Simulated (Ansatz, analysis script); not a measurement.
Some values are withheld and marked by numbers in brackets.

```
! title: Stoner picture of a free-standing square Nb monolayer, spacing 3.288 Å
! method: PBE, PAW set soft_2; collinear runs at fixed total moment and in a field on the spins (and 4 further levels or steps)
! program: Ansatz 0.2.0 and analysis script 1
! settings of one run: cutoff 420 eV, 16×16×1 k-mesh, Fermi-Dirac occupations, smearing width 0.05 eV
! cost: 20 runs, 2.2 min in all on 1 thread of Arm Neoverse V2, shared host (the runs of this entry)
! notes: The cell was taken as built, with atoms unrelaxed.
! state of the free run: ferromagnetic
! net moment of the free run: 2.73 μB
! energy of the free run from the state without spin: -245 meV a cell
! lowest of the fixed moments tried: [1]
! dM/dB between 0 and 100 T: 0.0903 μB a cell per 1000 T
CELL_PARAMETERS angstrom
3.28800 0.00000 0.00000
0.00000 3.28800 0.00000
0.00000 0.00000 14.00000
ATOMIC_POSITIONS crystal
Nb 0.00000 0.00000 0.50000
```

Q: Give the missing entries.

[1] lowest of the fixed moments tried (free-standing square Nb monolayer, spacing 3.288 Å): M = 2.5 μB, -231 meV. Among the fixed moments, E(M) falls 231 meV below the state without spin and is lowest near 2.5 μB, the last point, so the minimum may lie beyond.

[Logs and program files are shortened in this print: banners, set-up blocks, solver, clock and traceback lines can be left out without a mark of their own.]

[Logs are printed without paths, hosts, clocks, repeated set-up lines and the standing remarks that a program may print on its own settings, such as how far it seeks lower states.]

[Hosts, paths, dates, database ids (printed as entryN), source tags and the programs' standing remarks are cut or masked in the printed files.]
